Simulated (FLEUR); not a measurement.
# TiAl3 (Pm-3m) in FLEUR: further runs, part 2 of 2

FLEUR MaX-R8.1 (later development tree).

## (3) Equation of state, r2SCAN, 14.55 Å³/atom (volume scaled by 0.94)

Changes to inp.xml since step 2:

```diff
@@ -6,3 +6,3 @@
    <calculationSetup>
-      <cutoffs Kmax="4.28" Gmax="13.3" GmaxXC="13.3" numbands="0"/>
+      <cutoffs Kmax="4.39" Gmax="13.6" GmaxXC="13.6" numbands="0"/>
       <scfLoop itmax="80" minDistance="0.0001" maxIterBroyd="30" imix="Anderson" alpha="0.05" precondParam="0.0" spinf="2.0" sdNocoIR="T"/>
@@ -27,3 +27,3 @@
       <xi:include xmlns:xi="http://www.w3.org/2001/XInclude" href="sym.xml"> </xi:include>
-      <bulkLattice scale="1.0">
+      <bulkLattice scale="0.9795861087">
          <bravaisMatrix>
@@ -37,3 +37,3 @@
       <species name="Titanium (Ti)" element="Ti" atomicNumber="22">
-         <mtSphere radius="2.6" gridPoints="859" logIncrement="0.014"/>
+         <mtSphere radius="2.52" gridPoints="859" logIncrement="0.014"/>
          <atomicCutoffs lmax="10" lnonsphr="10"/>
@@ -53,3 +53,3 @@
       <species name="Aluminum (Al)" element="Al" atomicNumber="13">
-         <mtSphere radius="2.29" gridPoints="757" logIncrement="0.015"/>
+         <mtSphere radius="2.23" gridPoints="757" logIncrement="0.015"/>
          <atomicCutoffs lmax="9" lnonsphr="9"/>
```

Potentials or basis: all-electron, FLAPW.

Command:

```bash
$ inpgen -f crystal.txt -profile fastHighL
$ # inp.xml edited to the form shown
$ fleur_MPI
```

Output:

```text
Welcome to FLEUR        (www.flapw.de)
      MaX-Release 8.1          (www.max-centre.eu)
 func_ids         498         497         498         497
 MetaGGA potential functional detected - V_tau will be computed
 Auxiliary Potential for radial basis: exchange=         117  correlation=         130
The functional 'Re-regularized SCAN exchange by Furness et al' is an exchange functional, it belongs to the 'MGGA' family and is defined in the reference(s):
[1] J. W. Furness, A. D. Kaplan, J. Ning, J. P. Perdew, and J. Sun.,  J. Phys. Chem. Lett. 11, 8208-8215 (2020)
[2] J. W. Furness, A. D. Kaplan, J. Ning, J. P. Perdew, and J. Sun.,  J. Phys. Chem. Lett. 11, 9248-9248 (2020)
The functional 'Re-regularized SCAN correlation by Furness et al' is a correlation functional, it belongs to the 'MGGA' family and is defined in the reference(s):
[1] J. W. Furness, A. D. Kaplan, J. Ning, J. P. Perdew, and J. Sun.,  J. Phys. Chem. Lett. 11, 8208-8215 (2020)
[2] J. W. Furness, A. D. Kaplan, J. Ning, J. P. Perdew, and J. Sun.,  J. Phys. Chem. Lett. 11, 9248-9248 (2020)
 Using same functional for VXC and EXC

 ========== k-point set info ==========
 Selected k-point list: default-1
 k-point list type: mesh
 7 x 7 x 7
 Number of k points: 20

 ------------Calculation Setup---------------------------
 Number of MPI-tasks      :            1
 Number of PE/node        :            1
 Number of OMP-threads    :            1
 Most efficient MPI parallelization for:
           1           2           4           5          10          20
 Additional eigenvalue parallelization possible
 Number of basis functions:          727
 Approximate size of matrices (H+S) per k-point:         0.008 GB
 --------------------------------------------------------
The functional 'Hammer, Hansen, and Norskov' is an exchange functional, it belongs to the 'GGA' family and is defined in the reference(s):
[1] B. Hammer, L. B. Hansen, and J. K. Nørskov.,  Phys. Rev. B 59, 7413 (1999)
The functional 'Perdew, Burke & Ernzerhof' is a correlation functional, it belongs to the 'GGA' family and is defined in the reference(s):
[1] J. P. Perdew, K. Burke, and M. Ernzerhof.,  Phys. Rev. Lett. 77, 3865 (1996)
[2] J. P. Perdew, K. Burke, and M. Ernzerhof.,  Phys. Rev. Lett. 78, 1396 (1997)
 Using same functional for VXC and EXC
 Using auxiliary GGA potential for the first iteration of MetaGGA calculation.
 Reset of history
 Reset of history
 Iteration:     1   Distance:      14.01427179 me/bohr^3
The functional 'Hammer, Hansen, and Norskov' is an exchange functional, it belongs to the 'GGA' family and is defined in the reference(s):
[1] B. Hammer, L. B. Hansen, and J. K. Nørskov.,  Phys. Rev. B 59, 7413 (1999)
The functional 'Perdew, Burke & Ernzerhof' is a correlation functional, it belongs to the 'GGA' family and is defined in the reference(s):
[1] J. P. Perdew, K. Burke, and M. Ernzerhof.,  Phys. Rev. Lett. 77, 3865 (1996)
[2] J. P. Perdew, K. Burke, and M. Ernzerhof.,  Phys. Rev. Lett. 78, 1396 (1997)
 Using same functional for VXC and EXC
 Iteration:     2   Distance:      13.64841958 me/bohr^3
The functional 'Hammer, Hansen, and Norskov' is an exchange functional, it belongs to the 'GGA' family and is defined in the reference(s):
[1] B. Hammer, L. B. Hansen, and J. K. Nørskov.,  Phys. Rev. B 59, 7413 (1999)
The functional 'Perdew, Burke & Ernzerhof' is a correlation functional, it belongs to the 'GGA' family and is defined in the reference(s):
[1] J. P. Perdew, K. Burke, and M. Ernzerhof.,  Phys. Rev. Lett. 77, 3865 (1996)
[2] J. P. Perdew, K. Burke, and M. Ernzerhof.,  Phys. Rev. Lett. 78, 1396 (1997)
 Using same functional for VXC and EXC
 Iteration:     3   Distance:      12.93052813 me/bohr^3
The functional 'Hammer, Hansen, and Norskov' is an exchange functional, it belongs to the 'GGA' family and is defined in the reference(s):
[1] B. Hammer, L. B. Hansen, and J. K. Nørskov.,  Phys. Rev. B 59, 7413 (1999)
The functional 'Perdew, Burke & Ernzerhof' is a correlation functional, it belongs to the 'GGA' family and is defined in the reference(s):
[1] J. P. Perdew, K. Burke, and M. Ernzerhof.,  Phys. Rev. Lett. 77, 3865 (1996)
[2] J. P. Perdew, K. Burke, and M. Ernzerhof.,  Phys. Rev. Lett. 78, 1396 (1997)
 Using same functional for VXC and EXC
 Iteration:     4   Distance:       1.95211411 me/bohr^3
The functional 'Hammer, Hansen, and Norskov' is an exchange functional, it belongs to the 'GGA' family and is defined in the reference(s):
[1] B. Hammer, L. B. Hansen, and J. K. Nørskov.,  Phys. Rev. B 59, 7413 (1999)
The functional 'Perdew, Burke & Ernzerhof' is a correlation functional, it belongs to the 'GGA' family and is defined in the reference(s):
[1] J. P. Perdew, K. Burke, and M. Ernzerhof.,  Phys. Rev. Lett. 77, 3865 (1996)
[2] J. P. Perdew, K. Burke, and M. Ernzerhof.,  Phys. Rev. Lett. 78, 1396 (1997)
 Using same functional for VXC and EXC
 Iteration:     5   Distance:       0.81126509 me/bohr^3
The functional 'Hammer, Hansen, and Norskov' is an exchange functional, it belongs to the 'GGA' family and is defined in the reference(s):
[... 53 lines left out ...]
 Using same functional for VXC and EXC
 Iteration:    13   Distance:       0.00241296 me/bohr^3
The functional 'Hammer, Hansen, and Norskov' is an exchange functional, it belongs to the 'GGA' family and is defined in the reference(s):
[1] B. Hammer, L. B. Hansen, and J. K. Nørskov.,  Phys. Rev. B 59, 7413 (1999)
The functional 'Perdew, Burke & Ernzerhof' is a correlation functional, it belongs to the 'GGA' family and is defined in the reference(s):
[1] J. P. Perdew, K. Burke, and M. Ernzerhof.,  Phys. Rev. Lett. 77, 3865 (1996)
[2] J. P. Perdew, K. Burke, and M. Ernzerhof.,  Phys. Rev. Lett. 78, 1396 (1997)
 Using same functional for VXC and EXC
 Iteration:    14   Distance:       0.00020217 me/bohr^3
The functional 'Hammer, Hansen, and Norskov' is an exchange functional, it belongs to the 'GGA' family and is defined in the reference(s):
[1] B. Hammer, L. B. Hansen, and J. K. Nørskov.,  Phys. Rev. B 59, 7413 (1999)
The functional 'Perdew, Burke & Ernzerhof' is a correlation functional, it belongs to the 'GGA' family and is defined in the reference(s):
[1] J. P. Perdew, K. Burke, and M. Ernzerhof.,  Phys. Rev. Lett. 77, 3865 (1996)
[2] J. P. Perdew, K. Burke, and M. Ernzerhof.,  Phys. Rev. Lett. 78, 1396 (1997)
 Using same functional for VXC and EXC
 Iteration:    15   Distance:       0.00032249 me/bohr^3
The functional 'Hammer, Hansen, and Norskov' is an exchange functional, it belongs to the 'GGA' family and is defined in the reference(s):
[1] B. Hammer, L. B. Hansen, and J. K. Nørskov.,  Phys. Rev. B 59, 7413 (1999)
The functional 'Perdew, Burke & Ernzerhof' is a correlation functional, it belongs to the 'GGA' family and is defined in the reference(s):
[1] J. P. Perdew, K. Burke, and M. Ernzerhof.,  Phys. Rev. Lett. 77, 3865 (1996)
[2] J. P. Perdew, K. Burke, and M. Ernzerhof.,  Phys. Rev. Lett. 78, 1396 (1997)
 Using same functional for VXC and EXC
 Iteration:    16   Distance:       0.00002234 me/bohr^3

 ********************************************************************
 Run finished successfully
 Stop message:
   all done
 ********************************************************************
```

out.xml (last iteration):

```text
<iteration numberForCurrentRun="   16" overallNumber="   16">
         <energyParameters units="Htr">
            <atomicEP atomType="1" spin="1" branch="4s" branchLowest="-1.72" branchHighest="1.93" value="0.2161920175"/>
            <atomicEP atomType="1" spin="1" branch="4p" branchLowest="-0.82" branchHighest="2.40" value="0.3259240414"/>
            <atomicEP atomType="1" spin="1" branch="3d" branchLowest="-9.99" branchHighest="0.57" value="0.3477540504"/>
            <atomicEP atomType="1" spin="1" branch="4f" branchLowest="-9.99" branchHighest="2.89" value="0.6086299816"/>
[... 113 lines left out ...]
            </atomTypeDependentContributions>
            <tkbTimesEntropy value="0.0006889378"/>
            <freeEnergy value="-1582.7922098010"/>
            <extrapolationTo0K value="-1582.7918653321"/>
         </totalEnergy>
         <densityConvergence units="me/bohr^3">
            <chargeDensity spin="1" distance="0.0000223353"/>
         </densityConvergence>
      </iteration>
```

It took 77 s on 1 thread of Intel Xeon at 2.70GHz, shared host; peak memory 0.1 GiB.

Results:

| Item | Value |
| --- | --- |
| Free energy | -43069.9702 eV |
| Band gap on the k mesh | none (metal or under the smearing width) |
| Valence electrons inside the program's atomic spheres | Ti 10.80; Al 9.41 (radii Ti 2.52, Al 2.23 bohr) |

Caveat: the meta-GGA is that of a development version, with a GGA for the radial functions and cores and without core tails.

## (4) Equation of state, r2SCAN, 14.85 Å³/atom (volume scaled by 0.96)

Changes to inp.xml since step 3:

```diff
@@ -27,3 +27,3 @@
       <xi:include xmlns:xi="http://www.w3.org/2001/XInclude" href="sym.xml"> </xi:include>
-      <bulkLattice scale="0.9795861087">
+      <bulkLattice scale="0.9864848297">
          <bravaisMatrix>
```

Command:

```bash
$ inpgen -f crystal.txt -profile fastHighL
$ # inp.xml edited to the form shown
$ fleur_MPI
```

Run time: 79 s. Hardware: 1 thread of Intel Xeon at 2.70GHz, shared host; peak memory 0.1 GiB.

Results (log left out):

```yaml
Free_energy: -43070.0217 eV
Band_gap_on_the_k_mesh: none (metal or under the smearing width)
Valence_electrons_inside_the_program's_atomic_spheres: Ti 10.76; Al 9.38 (radii Ti 2.52, Al 2.23 bohr)
```

Caveat: the meta-GGA is that of a development version, with a GGA for the radial functions and cores and without core tails.

## (5) Equation of state, r2SCAN, 15.47 Å³/atom

Changes to inp.xml since step 4:

```diff
@@ -27,3 +27,3 @@
       <xi:include xmlns:xi="http://www.w3.org/2001/XInclude" href="sym.xml"> </xi:include>
-      <bulkLattice scale="0.9864848297">
+      <bulkLattice scale="1.0000000000">
          <bravaisMatrix>
```

Command:

```bash
$ inpgen -f crystal.txt -profile fastHighL
$ # inp.xml edited to the form shown
$ fleur_MPI
```

Wall time 84 s (1 thread of Intel Xeon at 2.70GHz, shared host); peak memory 0.1 GiB.

Results (log left out):

- Free energy: -43070.0615 eV
- Band gap on the k mesh: none (metal or under the smearing width)
- Valence electrons inside the program's atomic spheres: Ti 10.69; Al 9.34 (radii Ti 2.52, Al 2.23 bohr)

Caveat: the meta-GGA is that of a development version, with a GGA for the radial functions and cores and without core tails.

## (6) Equation of state, r2SCAN, 16.09 Å³/atom (volume scaled by 1.04)

Changes to inp.xml since step 5:

```diff
@@ -27,3 +27,3 @@
       <xi:include xmlns:xi="http://www.w3.org/2001/XInclude" href="sym.xml"> </xi:include>
-      <bulkLattice scale="1.0000000000">
+      <bulkLattice scale="1.0131594038">
          <bravaisMatrix>
```

Potentials or basis: all-electron, FLAPW.

Command:

```bash
$ inpgen -f crystal.txt -profile fastHighL
$ # inp.xml edited to the form shown
$ fleur_MPI
```

Run time: 88 s. Hardware: 1 thread of Intel Xeon at 2.70GHz, shared host; peak memory 0.1 GiB.

Results (log left out):

```yaml
Free_energy: -43070.0295 eV
Band_gap_on_the_k_mesh: none (metal or under the smearing width)
Valence_electrons_inside_the_program's_atomic_spheres: Ti 10.63; Al 9.30 (radii Ti 2.52, Al 2.23 bohr)
```

Caveat: the meta-GGA is that of a development version, with a GGA for the radial functions and cores and without core tails.

## (7) Equation of state, r2SCAN, 16.40 Å³/atom (volume scaled by 1.06)

Changes to inp.xml since step 6:

```diff
@@ -27,3 +27,3 @@
       <xi:include xmlns:xi="http://www.w3.org/2001/XInclude" href="sym.xml"> </xi:include>
-      <bulkLattice scale="1.0131594038">
+      <bulkLattice scale="1.0196128224">
          <bravaisMatrix>
```

Command:

```bash
$ inpgen -f crystal.txt -profile fastHighL
$ # inp.xml edited to the form shown
$ fleur_MPI
```

Run time: 96 s. Hardware: 1 thread of Intel Xeon at 2.70GHz, shared host; peak memory 0.1 GiB.

It converged, with:

* Free energy: -43069.9908 eV
* Band gap on the k mesh: none (metal or under the smearing width)
* Valence electrons inside the program's atomic spheres: Ti 10.60; Al 9.28 (radii Ti 2.52, Al 2.23 bohr)

Caveat: the meta-GGA is that of a development version, with a GGA for the radial functions and cores and without core tails.

## (8) Equation of state, r2SCAN

No new run: the results of the series are fitted here.

What came out:

```
Equilibrium volume : 15.49 Å³/atom
Bulk modulus       : 115 GPa
```

Energy against volume, from the lowest point:
| volume (Å³/atom) | energy (meV/atom) |
| --- | --- |
| 14.545 | 22.84 |
| 14.855 | 9.95 |
| 15.474 | 0.00 |
| 16.093 | 8.00 |
| 16.402 | 17.67 |

Caveat: the meta-GGA is that of a development version, with a GGA for the radial functions and cores and without core tails.
